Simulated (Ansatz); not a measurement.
# Zone-centre phonons of AlP at 9 GPa: input and output

Level of theory: DFT LDA, scalar-relativistic, plane waves, PAW (Ansatz 0.2.0).

Launched with:
```bash
ansatz run input.yaml --threads 1 --pin off --max-ram 1228MiB --backend cpu --events-out ev --progress --plain --runs-dir out
```

Input (bare energies are in eV):
```yaml
crystal:
  lattice:
    - [0.0, 2.6418179154, 2.6418179154]
    - [2.6418179154, 0.0, 2.6418179154]
    - [2.6418179154, 2.6418179154, 0.0]
  atoms:
    - { symbol: Al, position: [0.0, 0.0, 0.0] }
    - { symbol: P, position: [0.75, 0.75, 0.75] }
basis:
  ecutwfc: 420
kpoints:
  mp_grid: { grid: [10, 10, 10] }
hamiltonian:
  xc: lda
scf:
  occupations: { method: fixed }
output:
  eigenvalues: true
phonons:
  method: dfpt
  dielectric: true
  rigid_motions: translations
  eigenvectors: true
```

Results section of the output:
```
--- Phonons (Γ-DFPT): 2 representative perturbations + reference, on 171 of 1000 k-points (Σ response iterations 6) ---
  k mesh reduced under 4 symmetry operations, with k and −k counted as one. Each operation leaves every solved perturbation unchanged. A smaller set is not considered because the run solves the response ...
  ASR residual: 1.028e-4 → 0.000e0 eV/Å²; symmetrization residual: 5.461e-7 eV/Å²
  ASR residual per site (eV/Å²): 1.03e-4 1.45e-5
  Γ frequencies (cm⁻¹): 0.00 0.00 0.00 486.89 486.89 486.89
  ε∞ (high-frequency dielectric tensor):
        8.281111     0.000000     0.000000
        0.000000     8.281111     0.000000
        0.000000     0.000000     8.281111
  ε⁰ (static dielectric tensor: ions relaxed, cell fixed):
       10.115795    -0.000000     0.000000
       -0.000000    10.115795    -0.000000
        0.000000    -0.000000    10.115795
  ε⁰ − ε∞ (ionic part):
        1.834684    -0.000000    -0.000000
       -0.000000     1.834684    -0.000000
       -0.000000    -0.000000     1.834684
  softest optical mode at Γ: 486.89 cm⁻¹; the repairs (sum rule, projections) moved no ω² at Γ by more than (1.03 cm⁻¹)²
  Born effective charges Z* (e; rows j = field, columns β = displacement):
    site 0:
         2.16797   -0.00000    0.00000
        -0.00000    2.16797    0.00000
        -0.00000    0.00000    2.16797
    site 1:
        -2.16797    0.00000   -0.00000
         0.00000   -2.16797   -0.00000
         0.00000   -0.00000   -2.16797
  Z* charge neutrality: 1.986e-4 e pre-enforcement
  solved inside a basis spanned on kpoints, on 10×10×10 k-points, its susceptibility summed on 14×14×14: ε∞ is read to err by 2.3e-2, Z* by 7.1e-3 e (field_mesh: kpoints solves on kpoints); Z* is corrected for ...
  optical modes at Γ without the LO–TO term, one row a degenerate level:
      ω (cm⁻¹) modes IR ((D/Å)²/amu)
        486.89      3            22.5592
  optical modes at Γ + LO–TO along q̂ = [1.0000, 0.0000, 0.0000]:
      ω (cm⁻¹) modes IR ((D/Å)²/amu)
        486.89      2            15.0394
        538.13      1             7.5197
  optical modes at Γ + LO–TO along q̂ = [0.0000, 1.0000, 0.0000]:
      ω (cm⁻¹) modes IR ((D/Å)²/amu)
        486.89      2            15.0394
        538.13      1             7.5197
  optical modes at Γ + LO–TO along q̂ = [0.0000, 0.0000, 1.0000]:
      ω (cm⁻¹) modes IR ((D/Å)²/amu)
        486.89      2            15.0394
        538.13      1             7.5197
```

It took 65 s on 1 thread of Arm Neoverse N1 (shared host), peak memory 0.58 GiB.